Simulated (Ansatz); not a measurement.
Input of an Ansatz 0.2.0 run:

File input.yaml:

```yaml
crystal:
  lattice:
    - [2.9065, 0.0, 0.0]
    - [-1.45325, 2.5171028361, 0.0]
    - [0.0, 0.0, 2.8366]
  atoms:
    - { symbol: W, position: [0.0, 0.0, 0.0] }
    - { symbol: C, position: [0.6666666667, 0.3333333333, 0.5] }
hamiltonian:
  xc: lda
  pseudopotentials: { kind: paw_fr }
magnetization:
  noncollinear: true
  spin_orbit: true
kpoints:
  mp_grid: { grid: [7, 7, 7] }
  band_path:
    path:
      - [[0.0, 0.0, 0.0], [0.5, 0.0, 0.0], [0.3333333333, 0.3333333333, 0.0], [0.0, 0.0, 0.0], [0.0, 0.0, 0.5], [0.5, 0.0, 0.5], [0.3333333333, 0.3333333333, 0.5], [0.0, 0.0, 0.5]]
      - [[0.5, 0.0, 0.5], [0.5, 0.0, 0.0]]
      - [[0.3333333333, 0.3333333333, 0.0], [0.3333333333, 0.3333333333, 0.5]]
    npoints: 14
scf:
  occupations: { method: fermi_dirac, width: 0.05 }
  n_extra_bands: 6
output:
  forces: true
  stress: true
  eigenvalues: true
  fatbands: false
```

Potentials or basis: Ansatz PAW.

Run with:

```bash
$ ansatz run input.yaml --threads 2 --pin off --max-ram 5632MiB --backend cpu --events-out ev --progress --plain --runs-dir out
```

Problem. Estimate the pressure.

Solution. -9.8 GPa.

Problem. Predict the band gap on the k mesh.

Solution. None (metal or under the smearing width).

Stress tensor (GPa, compression positive):
```
 -9.07   0.00   0.00
  0.00  -9.07   0.00
  0.00   0.00 -11.26
```

Caveat: the pressure holds a Pulay correction of +0.3 GPa for the finite cutoff; the PAW data sets come from PBE, with cores solved anew for the run's functional, which leaves a small shift of forces and pressure.
